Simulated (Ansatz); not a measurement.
**Na2S: changing the dispersion correction**

The cell as given:

The structure is cubic, space group Fm-3m (No. 225). The conventional cell has a = 6.547 Å, b = 6.547 Å, c = 6.547 Å, α = 90.00°, β = 90.00°, γ = 90.00°. S (site symmetry m-3m) is surrounded by 8 Na at 2.83 Å. Na (site symmetry -43m) is surrounded by 4 S at 2.83 Å.

Kept alike: task relaxation of cell and atoms; functional PBE; k mesh 7 × 7 × 7; occupations fermi-dirac, width 0.05 eV; no spin polarisation. Program: Ansatz, Ansatz PAW, cutoff 420 eV. The mesh is that of the run's cell of 3 atoms. No spin-orbit coupling.

| dispersion correction | volume (Å³/atom) |
| --- | --- |
| D3(BJ) | 22.232 |
| D3(BJ)-ATM | 22.392 |
| D4 | 23.071 |
| none | 23.611 |

The relaxations keep at least the cell's symmetry (Fm-3m). Relaxations stop with a little pressure left, so the last digits of a volume or edge aren't settled.

Task: What does the dispersion correction change here?

Result: The volume runs from 22.232 (D3(BJ)) to 23.611 Å³/atom (none). Against no correction: D3(BJ) -5.8 %; D3(BJ)-ATM -5.2 %; D4 -2.3 %. Dispersion terms mostly attract and so lower the volume; the schemes' coefficients and damping set how far.
